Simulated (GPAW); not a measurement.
BAs: optical spectrum by the Bethe-Salpeter equation with AM05

Crystal: BAs.

```
CELL_PARAMETERS angstrom
0.00000 2.38850 2.38850
2.38850 0.00000 2.38850
2.38850 2.38850 0.00000
ATOMIC_POSITIONS crystal
As 0.75000 0.75000 0.75000
B 0.00000 0.00000 0.00000
```

```
Program             : GPAW 26.7.0
Task                : optical spectrum by the Bethe-Salpeter equation
Functional          : AM05
Potentials or basis : PAW data sets generated in the run's folder for this functional
Cutoff              : 650 eV
Basis               : pw
k mesh              : 8 × 8 × 8
Occupations         : fermi-dirac, width 0.001 eV
Spin                : no spin polarisation
Valence bands       : 3
Conduction bands    : 2
Scissors            : 1.5 eV
Integrate gamma     : sphere
Bse mode            : BSE
Direction           : 0
Response ecut       : 40 eV
Maxiter             : 150
Response k mesh     : 5 × 5 × 5
Eta                 : 0.1 eV
Response bands      : 44
Soc after scf       : yes
```

* Band gap on the k mesh, mean-field level: 1.14 eV, indirect (least direct gap 3.25 eV)

Lowest exciton energies (eV): 4.33, 4.33, 4.33, 4.33, 4.33, 4.33, 4.34, 4.34

It took 5.7 min on 1 thread of Arm Neoverse V2, on a shared host, peak memory 0.78 GiB.

Caveat: the k mesh is coarse (spacing up to 0.46 Å⁻¹), so the values aren't converged; the band lists can cut through equal levels, which moves peak heights; on this mesh the treatment of q = 0 moves the result by about a tenth of an eV; the long-wavelength limit can be off by a per cent or two; this program's spin-orbit splittings come out too wide for heavy elements; the static dielectric constant lacks the antiresonant part and is too small; spectra need much finer meshes, so this one isn't converged; an odd mesh through Γ misses points on the zone boundary, where band edges often lie.
